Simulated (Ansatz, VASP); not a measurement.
## GaN: VASP beside Ansatz

File INCAR:

```
SYSTEM = GaN
PREC = Accurate ; ENCUT = 600
EDIFF = 1E-7 ; ISMEAR = -1
SIGMA = 0.05 ; LREAL = .False.
LASPH = .True. ; NELM = 60
ALGO = Normal ; ISIF = 3
LWAVE = .False. ; LCHARG = .False.
GGA = PE ; IBRION = 2
NSW = 60 ; EDIFFG = -0.01
```

KPOINTS

```
regular mesh
0
Gamma
  11 11 11
  0 0 0
```

Contents of POSCAR:

```
GaN
1.0
    0.0000000000      2.1352350000      2.1352350000
    2.1352350000      0.0000000000      2.1352350000
    2.1352350000      2.1352350000      0.0000000000
Ga N
1 1
Direct
    0.0000000000      0.0000000000      0.0000000000
    0.5000000000      0.5000000000      0.5000000000
```

input.yaml

```yaml
crystal:
  lattice:
    - [0.0, 2.135235, 2.135235]
    - [2.135235, 0.0, 2.135235]
    - [2.135235, 2.135235, 0.0]
  atoms:
    - { symbol: Ga, position: [0.0, 0.0, 0.0] }
    - { symbol: "N", position: [0.5, 0.5, 0.5] }
hamiltonian:
  xc: pbe
  pseudopotentials: { kind: paw }
kpoints:
  mp_grid: { grid: [11, 11, 11] }
scf:
  occupations: { method: fermi_dirac, width: 0.05 }
output:
  forces: true
  stress: true
  eigenvalues: true
relax:
  f_tol: 0.01
  max_steps: 40
  cell: { stress_tol: 0.05 }
```

Measurements of this composition are mostly on another form, of space group No. 186.

Alike in both runs: task relaxation of cell and atoms; functional PBE; k mesh 11 × 11 × 11; occupations fermi-dirac, width 0.05 eV; no spin polarisation.

|  | VASP | Ansatz |
| --- | --- | --- |
| version | VASP 6.6.1 | Ansatz 0.2.0 |
| potentials or method | VASP PAW PBE potentials, release 64 (Ga_d, N) | Ansatz PAW |
| plane-wave cutoff (eV) | 600 | 420 |
| valence electrons in the cell | 18 | 18 |

Ansatz gave:

| Property | Result |
| --- | --- |
| gap on the k mesh at the Fermi level, each at its own relaxed structure (eV) | 0.56 |
| relaxed volume (Å³/atom) | 9.72 |
| relaxed cell length with the largest relative difference (Å) | 3.018 |

Q: Which values does VASP return?

A: gap on the k mesh at the Fermi level, each at its own relaxed structure (eV): 0.53; relaxed volume (Å³/atom): 9.75; relaxed cell length with the largest relative difference (Å): 3.021.

Caveats: an odd mesh through Γ misses points on the zone boundary, where band edges often lie (VASP); odd divisions of the mesh miss points on the zone boundary, where band edges often lie, so the gap on the mesh can be too wide (Ansatz); the plane-wave basis is chosen anew once the cell has moved, so the energies of steps on either side of that aren't comparable (Ansatz); the pressure holds a Pulay correction of +0.6 GPa for the finite cutoff (Ansatz).
